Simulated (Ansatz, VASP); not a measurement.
## Si: VASP beside Ansatz

```
Si
1.0
     0.00000    2.71692    2.71692
     2.71692    0.00000    2.71692
     2.71692    2.71692    0.00000
Si
2
Direct
  0.75000 0.75000 0.75000
  0.50000 0.50000 0.50000
```

Alike in both runs: functional PBEsol; k mesh 12 × 12 × 12; occupations gaussian, width 0.02 eV; no spin polarisation.

Ansatz relaxed the structure, and its values are those at the end. VASP's run is a single point on that final structure, the one shown.

|  | VASP | Ansatz |
| --- | --- | --- |
| version | VASP 6.6.1 | Ansatz 0.2.0 |
| potentials or method | VASP PAW PBE potentials, release 64 (Si) | scalar-relativistic, plane waves, PAW |
| plane-wave cutoff (eV) | 520 | 420 |
| valence electrons in the cell | 8 | 8 |

```tsv
	VASP	Ansatz	Ansatz less VASP
gap on the k mesh at the Fermi level (eV)	0.46	0.46	+0.005
least direct gap on the mesh (eV)	2.52	2.52	+0.003
pressure (GPa)	0.1	0.0	-0.11
```

With one functional, cell and mesh, what is left measures potentials, basis and numerics.

Caveats: the PAW data sets were made with another functional, which shifts forces and pressure a little (VASP).
